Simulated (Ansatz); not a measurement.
Crystal: GaN.

```
Ga N
1.0
     0.00000    2.25350    2.25350
     2.25350    0.00000    2.25350
     2.25350    2.25350    0.00000
Ga N
1 1
Direct
  0.00000 0.00000 0.00000
  0.25000 0.25000 0.25000
```

The cell is a database's computed one.

Base run:

* Program: Ansatz 0.2.0
* Functional: PBE
* Potentials or basis: Ansatz PAW
* Cutoff: 420 eV (not typed: the program's choice for these potentials)
* k mesh: 10 × 10 × 10
* Occupations: gaussian, width 0.05 eV
* Spin: no spin polarisation

Its results: band gap on the k mesh 1.72 eV, direct.

**Question.** The run is repeated on the same cell with these changes: functional from PBE to PBEsol; occupations from gaussian, width 0.05 eV to fixed. What comes out?

**Answer.** Band gap on the k mesh 1.66 eV, direct.

